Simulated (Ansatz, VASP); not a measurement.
# MgS in VASP and in Ansatz

The input INCAR:

```
PREC     = Accurate       # precision mode
ENCUT    = 520            # plane-wave cutoff, eV
EDIFF    = 1E-8           # SCF threshold, eV
ISMEAR   = -1             # smearing method
SIGMA    = 0.03           # smearing width, eV
LREAL    = F              # projectors in reciprocal space
LASPH    = T              # aspherical terms in the spheres
NELM     = 80             # most SCF steps
ALGO     = Normal         # electronic algorithm
ISIF     = 2              # what is computed and relaxed
LWAVE    = F              # write WAVECAR
LCHARG   = F              # write CHGCAR
GGA      = PS             # functional
LEFG     = T            
NBANDS   = 11             # bands
```

File KPOINTS:

```
regular mesh
0
Gamma
  10 10 10
```

The input POSCAR:

```
MgS
1.0
    0.0000000000      2.6016500000      2.5756335000
    2.6016500000      0.0000000000      2.5756335000
    2.6016500000      2.6016500000      0.0000000000
Mg S
1 1
Direct
    0.0000000000      0.0000000000      0.0000000000
    0.5000000000      0.5000000000      0.5000000000
```

Input for Ansatz:

```yaml
crystal:
  lattice:
    - [0.0, 2.60165, 2.5756335]
    - [2.60165, 0.0, 2.5756335]
    - [2.60165, 2.60165, 0.0]
  atoms:
    - { symbol: Mg, position: [0.0, 0.0, 0.0] }
    - { symbol: S, position: [0.5, 0.5, 0.5] }
kpoints:
  mp_grid: { grid: [10, 10, 10] }
scf:
  occupations: { method: fermi_dirac, width: 0.03 }
hamiltonian:
  xc: pbesol
  pseudopotentials: { kind: all_electron, datasets: crystal }
output:
  forces: true
  stress: true
  eigenvalues: true
  efg: { contact_densities: true }
```

Change from the starting cell: zz strain of -1 %, crystal datasets.

Alike in both runs: task electric field gradients; functional PBEsol; k mesh 10 × 10 × 10; occupations fermi-dirac, width 0.03 eV; no spin polarisation.

|  | VASP | Ansatz |
| --- | --- | --- |
| version | VASP 6.6.1 | Ansatz 0.2.0 |
| potentials or method | VASP PAW PBE potentials, release 64 (Mg, S) | all-electron PAW with datasets made for the crystal, scalar-relativistic |
| plane-wave cutoff (eV) | 520 | see its input |

```csv
,VASP,Ansatz,Ansatz less VASP
gap on the k mesh at the Fermi level (eV),2.68,2.68,-0.001
pressure (GPa),-0.4,-0.2,+0.18
largest component of the traceless stress (GPa),0.75,0.75,+0.002
Vzz of the field gradient on the site that differs most (V/Å²),-0.9,-0.7,+0.14
```

Ansatz ran all-electron here, so the differences hold the error of VASP's frozen core and of both bases.

Caveats: the PAW data sets were made with another functional, which shifts forces and pressure a little (VASP). A k mesh can miss the band edges.
